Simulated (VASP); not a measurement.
NaCl:

```
Na Cl
1.0
     0.00000    5.62000    5.62000
     5.62000    0.00000    5.62000
     5.62000    5.62000    0.00000
Na Cl
8 8
Cartesian
  0.0000 0.0000 0.0000
  2.8100 2.8100 0.0000
  2.8100 0.0000 2.8100
  5.6200 2.8100 2.8100
  0.0000 2.8100 2.8100
  2.8100 5.6200 2.8100
  2.8100 2.8100 5.6200
  5.6200 5.6200 5.6200
  2.8100 2.8100 2.8100
  5.6200 5.6200 2.8100
  5.6200 2.8100 5.6200
  8.4300 5.6200 5.6200
  2.8100 5.6200 5.6200
  5.6200 8.4300 5.6200
  5.6200 5.6200 8.4300
  8.4300 8.4300 8.4300
```

| Quantity | Value |
| --- | --- |
| Program | VASP 6.6.1 |
| Task | phonon dispersion |
| Functional | PBE |
| Potentials or basis | VASP PAW PBE potentials, release 64 (Na_pv, Cl) |
| Cutoff | 520 eV |
| k mesh | 3 × 3 × 3 |
| Occupations | gaussian, width 0.03 eV |
| Spin | no spin polarisation |
| Long-range dipole term | yes |
| Supercell matrix | [2, 0, 0, 0, 2, 0, 0, 0, 2] |
| Further INCAR settings | LREAL = Auto; ALGO = Normal; EDIFF = 1e-07; IBRION = 6; POTIM = 0.015; NSW = 1 |

Task: Is this structure dynamically stable at this level, and how far does the spectrum reach?

Result: Yes, as far as this q mesh shows: no mode on the path is imaginary. The highest frequency is 257 cm⁻¹.

Phonon frequencies at the corners of the path (cm⁻¹, interpolated; i marks imaginary ones):
| point | frequencies |
| --- | --- |
| Γ | 0 0 0 168 168 257 |
| X | 81 81 137 178 178 191 |
| W | 112 112 135 152 187 187 |
| K | 92 124 129 165 181 190 |
| L | 116 116 138 138 177 217 |
| U | 92 124 129 165 181 190 |

A q mesh this small can miss soft modes between its points.
